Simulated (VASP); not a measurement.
Runs of VASP 6.6.1 on SnSe2. The structure is trigonal, space group P-3m1 (No. 164). The conventional cell has a = 3.811 Å, b = 3.811 Å, c = 6.136 Å, α = 90.00°, β = 90.00°, γ = 120.00°. Sn (site symmetry -3m) has 6 Se at 2.68 Å as nearest neighbours. Se (site symmetry 3m) is surrounded by 3 Sn at 2.68 Å. 

| task | level | potentials or basis | k mesh | cutoff (eV) | smearing | ladder | GW scheme | GW iterations | cutoff of the response function | frequency points | mesh quality | gap on the mesh (eV) |
| --- | --- | --- | --- | --- | --- | --- | --- | --- | --- | --- | --- | --- |
| band structure | PBEsol | VASP PAW PBE potentials, release 64 (Sn_d, Se) | 8 × 8 × 6 | 520 | gaussian 0.02 eV | gaps | - | - | - | - | not flagged | 0.68 |
| band structure | LDA | VASP PAW LDA potentials, release 64 (Sn_d, Se) | 8 × 8 × 6 | 520 | gaussian 0.02 eV | gaps | - | - | - | - | not flagged | 0.63 |
| band structure | TB-mBJ | VASP PAW PBE potentials, release 64 (Sn_d, Se) | 8 × 8 × 6 | 520 | gaussian 0.02 eV | gaps | - | - | - | - | not flagged | (a) |
| band structure | PBE | VASP PAW PBE potentials, release 64 (Sn_d, Se) | 8 × 8 × 6 | 520 | gaussian 0.02 eV | gaps | - | - | - | - | not flagged | 0.76 |

Alike in all rows: no spin polarisation; cell as given.

Q: Estimate the missing entries.

A: (a) 1.39.

Caveats: spin-orbit coupling is left out, which moves the levels of the heavy elements.

A k mesh can miss the band edges, and the runs leave out spin-orbit coupling on Se, Sn.
